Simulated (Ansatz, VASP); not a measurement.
## Ge in VASP and in Ansatz

```
Ge
1.0
     3.95723    0.00000    0.00000
    -1.97862    3.42706    0.00000
     0.00000    0.00000    6.52622
Ge
4
Cartesian
  0.0000 2.2847 0.0024
  1.9786 1.1424 3.2655
  0.0000 2.2847 2.4449
  1.9786 1.1424 5.7080
```

Alike in both runs: task single point; functional r2SCAN; k mesh 6 × 6 × 4; occupations fermi-dirac, width 0.02 eV; no spin polarisation.

|  | VASP | Ansatz |
| --- | --- | --- |
| version | VASP 6.6.1 | Ansatz 0.2.0 |
| potentials or method | VASP PAW PBE potentials, release 64 (Ge_d) | plane waves, PAW |
| plane-wave cutoff (eV) | 520 | 500 |
| valence electrons in the cell | 56 | 56 |

VASP gave:

```
pressure (GPa)                     : 2.4
rms of the force components (eV/Å) : 0.005
```

Estimate Ansatz's values.

pressure (GPa): 2.3; rms of the force components (eV/Å): 0.005.

Atom by atom the forces differ by 0.000 eV/Å (rms over components).

Caveats: the PAW data sets were made with another functional, which shifts forces and pressure a little (VASP).
